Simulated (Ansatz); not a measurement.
## CsBr, response to strain

The parent structure is CsBr in the CsCl type structure (space group Pm-3m, No. 221; a = 4.242 Å). Axes: x, y, z lie along the cube axes.

Strains are applied to the cell and any free atomic positions relax; under biaxial strain the out-of-plane vector relaxes too.

Computed with Ansatz (a quantum-chemistry and plane-wave program) PBEsol, scalar-relativistic without spin-orbit coupling.

Notes on the quantities. in-plane stress: mean in-plane stress (compression positive); energy relative to the base: free energy F.

```csv
case,in-plane stress,energy relative to the base,electron mass,out-of-plane strain
base,–,0 meV/atom,0.29 mₑ (at Γ),–
"biaxial strain +2.07 %, plane normal [001], relaxed out of plane",-0.7 GPa,+3.5 meV/atom,0.30 mₑ (at Γ),-0.96 %
"biaxial strain +3.08 %, plane normal [001], relaxed out of plane",-1.0 GPa,+7.5 meV/atom,0.30 mₑ (at Γ),-1.35 %
"biaxial strain +4.18 %, plane normal [001], relaxed out of plane",-1.3 GPa,+14 meV/atom,0.31 mₑ (at Γ),-1.71 %
"biaxial strain −2.12 %, plane normal [110], relaxed out of plane",+0.8 GPa,+3.7 meV/atom,–,+1.47 %
"biaxial strain −1.75 %, plane normal [110], relaxed out of plane",+0.6 GPa,+2.5 meV/atom,–,+1.22 %
"biaxial strain +1.34 %, plane normal [110], relaxed out of plane",-0.4 GPa,+1.2 meV/atom,0.30 mₑ (at Γ),-0.93 %
"biaxial strain +2.95 %, plane normal [110], relaxed out of plane",-0.7 GPa,+5.5 meV/atom,"0.31 mₑ out of plane, 0.29 mₑ in plane (at Γ)",-2.07 %
isotropic strain +1.36 %,–,+2.9 meV/atom,0.30 mₑ (at Γ),–
uniaxial strain ε_xx = +1.63 %,–,+1.0 meV/atom,0.30 mₑ (at Γ),–
```

The levels and masses belong to the bands next to the band gap. Masses are band curvatures over ±0.01 Å⁻¹ around the edge. Stability against distortions was not tested.
